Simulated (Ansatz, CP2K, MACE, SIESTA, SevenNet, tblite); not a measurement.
**Other levels on NaBF4(111) slab with Pt (102 atoms)**

The cell holds 102 atoms: 16 Na, 16 B, 64 F and 6 Pt. Cell: a = 9.238 Å, b = 18.542 Å, c = 25.152 Å, α = 90.0°, β = 90.0°, γ = 62.8°. It derives from NaBF4 (Cmcm (measured, COD)). Cmcm (COD entry) NaBF4 (cell 6.837, 6.262, 6.792, 90, 90, 90), (111) slab of 2 repeat layers, 1 x 2 surface cells, 16 Å of vacuum; atoms within 2.29 Å of the bottom held; 6 Pt on top sites; displaced by a Gaussian of 0.03 Å. Then every atom was moved at random, 0.05 Å r.m.s. a Cartesian component. Regions: slab, 96 atoms (16 Na, 16 B and 64 F); Pt adsorbates, 6 atoms (6 Pt). Vacuum lies along c.

Geometry: as built.

The reference, a calculation:

```
method                 : Kohn-Sham DFT, PBE, PAW, plane waves (Ansatz 0.2.0); cutoff 420 eV, Γ point, fermi-dirac smearing of 0.05 eV; PAW set soft_2
r.m.s. force component : 1.851 eV/Å
longest force          : 10.76 eV/Å
SCF cycles             : 28
time                   : 2.2 min on 4 threads of Arm Neoverse V1, shared host
CPU time               : 8.4 min
```

**Question.** The same geometry is run in other programs. How far does each lie from the reference, and what does it cost?
- MACE MP-0b3 medium potential (MACE MP-0b3 medium; 1 thread)
- SIESTA PBE, TZP, shift 0.01 Ry, mesh 500 Ry (SIESTA 5.4.2; 4 MPI ranks)
- SIESTA PBEsol, DZP, shift 0.01 Ry, mesh 500 Ry (SIESTA 5.4.2; 2 MPI ranks)
- SevenNet l3i5 potential (SevenNet l3i5; 1 thread)
- SIESTA PBE, DZP, shift 0.01 Ry, mesh 500 Ry (SIESTA 5.4.2; 2 MPI ranks)
- SIESTA PBE, DZP, shift 0.01 Ry, mesh 100 Ry (SIESTA 5.4.2; 2 MPI ranks)
- tblite GFN1-xTB (tblite 0.8.0; 1 thread)
- SevenNet 0 potential (SevenNet 0; 1 thread)

Differences are against the plane-wave reference, forces as r.m.s. over components; share is that over the reference's r.m.s. force, slope the least-squares factor from reference forces to these. Total energies of different programs have different zeros and aren't compared.

```
                                                 run  Δ force, r.m.s. (meV/Å)  share (%)  slope  cores  CPU time  memory (GiB)
                                           reference                        -          -      -      4   8.4 min           5.0
                        MACE MP-0b3 medium potential                      523       28.2  0.825      1      10 s           1.0
         SIESTA PBE, TZP, shift 0.01 Ry, mesh 500 Ry                      224       12.1  1.006      4    29 min           3.6
      SIESTA PBEsol, DZP, shift 0.01 Ry, mesh 500 Ry                      249       13.5  0.983      2    19 min           3.0
                             SevenNet l3i5 potential                      437       23.6  0.947      1      12 s           1.5
         SIESTA PBE, DZP, shift 0.01 Ry, mesh 500 Ry                      306       16.6  1.001      2    19 min           3.0
SIESTA PBE, DZP, shift 0.01 Ry, mesh 100 Ry (coarse)                      316       17.1  0.999      2   3.9 min          0.66
                                     tblite GFN1-xTB                      606       32.8  0.736      1     9.7 s          0.21
                                SevenNet 0 potential                      419       22.6  0.889      1      11 s          0.95
```

Rows marked coarse were listed beforehand as settings not expected to be converged; some can still land near the reference.

Times of the machine-learned potentials are mostly Python's start and the loading of weights.

CPU time is summed over cores on a shared host, where runs went side by side, so it is rough. Symmetry, cutoffs, thresholds, outputs and thread counts weren't matched or tuned between programs; memory under MPI is the largest rank's times the ranks.

The PBE runs in local orbitals, coarse settings apart, differ by 12 % (SIESTA PBE, TZP, shift 0.01 Ry, mesh 500 Ry) to 17 % (SIESTA PBE, DZP, shift 0.01 Ry, mesh 500 Ry); basis, grid and potentials can all enter. Tight binding differs by 33 % (tblite GFN1-xTB); it is another model, with fitted parameters of its own, and the xTB methods hold dispersion. Machine-learned potentials differ by 23 % (SevenNet 0 potential) to 28 % (MACE MP-0b3 medium potential); they were trained on other programs' data. Among those trained on PBE data the slope goes as low as 0.82, which softening far from their training structures can give, though the reference's k-sampling is untested too. Rows with another functional or a dispersion term differ by 13 % (SIESTA PBEsol, DZP, shift 0.01 Ry, mesh 500 Ry), which mixes the change of model with differences of basis and potentials. Periodic xTB results under one method name differ between programs and library versions. Machine-learned potentials mimic data converged in k, so the reference's own k-point error enters their differences. The published positions, changed by the recipe (random displacements or longer bonds to H), lie far from the minimum at this level of theory. The electronic-structure runs sample only Γ, in a cell whose shortest periodic width is 8 Å, which is coarse for a cell with partly filled levels.

[Logs are printed without paths, hosts, clocks, repeated set-up lines and the standing remarks that a program may print on its own settings, such as how far it seeks lower states.]

[Hosts, paths, dates, database ids (printed as entryN), source tags and the programs' standing remarks are cut or masked in the printed files.]
